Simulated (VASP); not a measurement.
# Tl (P6/mmm) in VASP: further runs, part 2 of 2

VASP 6.6.1. The steps go on from the part before.

## Step 4: Single point, BLYP

This run uses another cell than the first one, of 31.61 Å³/atom, 0.880 times its volume.

File INCAR:

```
AGGAC = 1.0 ; AGGAX = 1.0
ALDAC = 0.0 ; ALDAX = 1.0
ALGO = Normal ; EDIFF = 1E-7
ENCUT = 520 ; GGA = B5
ISIF = 2 ; ISMEAR = -1
LASPH = True ; LCHARG = True
LELF = True ; LREAL = False
LVHAR = True ; LWAVE = False
NBANDS = 26 ; NELM = 100
PREC = Accurate ; SIGMA = 0.1
```

File KPOINTS:

```
k-points
0
Gamma
  7 7 10
```

File POSCAR:

```
Tl
1.0
    5.6396362792      0.0000000000      0.0000000000
   -2.8198181396      4.8840682859      0.0000000000
    0.0000000000      0.0000000000      3.4423862825
Tl
3
Direct
    1.0000000000      1.0000000000      0.0000000000
    0.3333333333      0.6666666667      0.5000000000
    0.6666666667      0.3333333333      0.5000000000
```

Potentials or basis: VASP PAW PBE potentials, release 64 (Tl_d).

Command:

```console
$ cat potpaw_PBE.64/Tl_d/POTCAR > POTCAR
$ mpirun -np 1 vasp_std > vasp.out
```

OUTCAR:

```text
EDIFF = 1E-7
   ENCUT = 520
   GGA = B5
   ISIF = 2
   ISMEAR = -1
   LASPH = True
   LREAL = False
   NELM = 100
   PREC = Accurate

 ion  position               nearest neighbor table
   1  0.000  0.000  0.000-   2 3.68   3 3.68   2 3.68   3 3.68   3 3.68   3 3.68   2 3.68   2 3.68
                             3 3.68   3 3.68   2 3.68   2 3.68
   2  0.333  0.667  0.500-   3 3.26   3 3.26   3 3.26   1 3.68   1 3.68   1 3.68   1 3.68   1 3.68
                             1 3.68
   3  0.667  0.333  0.500-   2 3.26   2 3.26   2 3.26   1 3.68   1 3.68   1 3.68   1 3.68   1 3.68
                             1 3.68

  LATTYP: Found a hexagonal cell.
 ALAT       =     5.6396362792
 C/A-ratio  =     0.6103915416

  Lattice vectors:

 A1 = (   5.6396362792,   0.0000000000,   0.0000000000)
 A2 = (  -2.8198181396,   4.8840682859,   0.0000000000)
 A3 = (   0.0000000000,   0.0000000000,   3.4423862825)

Analysis of symmetry for initial positions (statically):
=====================================================================
 Subroutine PRICEL returns:
 Original cell was already a primitive cell.

 Routine SETGRP: Setting up the symmetry group for a
 hexagonal supercell.

 Subroutine GETGRP returns: Found 24 space group operations
 (whereof 24 operations were pure point group operations)
 out of a pool of 24 trial point group operations.

The static configuration has the point symmetry D_6h.

Analysis of symmetry for dynamics (positions and initial velocities):
=====================================================================
 Subroutine PRICEL returns:
 Original cell was already a primitive cell.

 Routine SETGRP: Setting up the symmetry group for a
 hexagonal supercell.

 Subroutine GETGRP returns: Found 24 space group operations
 (whereof 24 operations were pure point group operations)
 out of a pool of 24 trial point group operations.

The dynamic configuration has the point symmetry D_6h.

[... 111 lines left out ...]
   NELECT =      39.0000    total number of electrons
   NUPDOWN=      -1.0000    fix difference up-down
   EMIN   =  10.00;   EMAX   =-10.00  energy-range for DOS
   EFERMI =   0.00;   METHOD = LEGACY
   ISMEAR =    -1;   SIGMA  =   0.10  broadening in eV -4-tet -1-fermi 0-gaus
   EFERMI_NEDOS =   21; number of points for ismear=-14 and -15
   IALGO  =     38    algorithm
   IMIX   =      4    mixing-type and parameters
     AMIX     =   0.40;   BMIX     =  1.00
     AMIX_MAG =   1.60;   BMIX_MAG =  1.00
  volume/ion in A,a.u.               =      31.61       213.29
  Fermi-wavevector in a.u.,A,eV,Ry     =   1.217490  2.300723 20.167684  1.482283
  Thomas-Fermi vector in A             =   2.352809
   LORBIT       =      0    0 simple, 1 ext, 2 COOP (PROOUT), +10 PAW based schemes
   GGA     = B5    functional components
   LHFCALC =     F    Hartree Fock is set to
   AEXX    =    0.0000 exact exchange contribution
   IVDW    =     0    specifies the selected vdW correction
   LEPSILON=     F    determine dielectric tensor
   LRPA    =     F    only Hartree local field effects (RPA)
 non-spin polarized calculation
  energy-cutoff  :      520.00
  volume of cell :       94.82
 maximum number of plane-waves:      2593
 NGX is ok and might be reduce to    42
   NGX = 21   NGY = 21   NGZ = 13

 number of electron      38.9999990 magnetization

 Free energy of the ion-electron system (eV)
  ---------------------------------------------------
  ext. energy  EPLUGINS =         0.00000000
  ---------------------------------------------------
  free energy    TOTEN  =        -5.00961659 eV

  energy without entropy =       -4.95699752  energy(sigma->0) =       -4.98330706

 E-fermi :   6.2077     XC(G=0):  -9.1391

 val. band max:        6.1699393343   @ k =   0.2857   0.2857   0.1000
 cond. band min:       6.2604717877   @ k =   0.2857   0.0000   0.0000
 fundamental gap:      0.0905324535
 Fermi energy:         6.2076516987

 k-point     1 :       0.0000    0.0000    0.0000
  band No.  band energies     occupation
      1      -5.8044      2.00000
      2      -5.5204      2.00000
      3      -5.5032      2.00000
      4      -5.4961      2.00000
      5      -5.4961      2.00000
      6      -5.3365      2.00000
[... 685 lines left out ...]
     25      12.5448      0.00000
     26      12.5582      0.00000

 [... further k-points ...]
[... 5 lines left out ...]
  --------------------------------------------------------------------------------------
  -------------------------------------------------------------------------------------
  Total        1.8789944      1.8789944      1.8325159      0.0000000     -0.0000000     -0.0000000
  in kB       31.7499934     31.7499934     30.9646314      0.0000000     -0.0000000     -0.0000000
  external PRESSURE =      31.4882061 kB  Pullay stress =       0.0000000 kB

 VOLUME and BASIS-vectors are now :
 -----------------------------------------------------------------------------
  energy-cutoff  :      520.00
  volume of cell :       94.82
      direct lattice vectors                 reciprocal lattice vectors
     5.639636279  0.000000000  0.000000000     0.177316400  0.102373671  0.000000000
    -2.819818140  4.884068286  0.000000000     0.000000000  0.204747342  0.000000000
     0.000000000  0.000000000  3.442386282     0.000000000  0.000000000  0.290496161

 POSITION                                       TOTAL-FORCE (eV/Angst)
 -----------------------------------------------------------------------------------
      0.00000      0.00000      0.00000        -0.000000      0.000000      0.000000
     -0.00000      3.25605      1.72119         0.000000      0.000000      0.000000
      2.81982      1.62802      1.72119        -0.000000      0.000000      0.000000
 -----------------------------------------------------------------------------------
    total drift:                                0.000000     -0.000000     -0.000000

  FREE ENERGIE OF THE ION-ELECTRON SYSTEM (eV)
  ---------------------------------------------------
  free  energy   TOTEN  =        -5.0096165925 eV

  energy  without entropy=       -4.9569975214  energy(sigma->0) =       -4.98330706
```

stdout:

```text
POSCAR found type information on POSCAR Tl
 POSCAR found :  1 types and       3 ions
 scaLAPACK will be used
 -----------------------------------------------------------------------------
|                                                                             |
|                                                                             |
|     You enforced a specific xc type in the INCAR file but a different       |
|     I HOPE YOU KNOW WHAT YOU ARE DOING!                                     |
|                                                                             |
 -----------------------------------------------------------------------------

 LDA part: xc-table for (Slater(with rela. corr.)+VWN5), standard interpolation
 POSCAR, INCAR and KPOINTS ok, starting setup
 FFT: planning ... GRIDC
 FFT: planning ... GRID_SOFT
 FFT: planning ... GRID
 WAVECAR not read
 entering main loop
```

It took 44 s on 1 thread of Intel Xeon 6975P-C (Granite Rapids), shared host; peak memory 0.25 GiB.

What came out:

```yaml
Free_energy: -5.0096 eV
Pressure: 3.1 GPa
Band_gap_on_the_k_mesh: none (metal or under the smearing width)
```

Caveat: the PAW data sets were made with another functional, which shifts forces and pressure a little. The run has no spin-orbit coupling, so splittings on Tl are missing.

## Step 5: Overview

```csv
cell,k mesh,gap on the mesh (eV),pressure (GPa)
"P6/mmm, 35.92 Å³/atom",8 × 8 × 12,none,0.1
"P6/mmm, 40.23 Å³/atom",7 × 7 × 10,none,-1.4
"P6/mmm, 31.61 Å³/atom",7 × 7 × 10,none,3.1
```

Alike in all rows: task single point; level BLYP; potentials or basis VASP PAW PBE potentials, release 64 (Tl_d); no spin polarisation; cutoff (eV) 520; smearing fermi-dirac 0.1 eV.

Every run on the cell as given and a fine mesh finds a metal.

Caveats: the PAW data sets were made with another functional, which shifts forces and pressure a little.

Absolute energies hang on the potentials; compare differences alone.
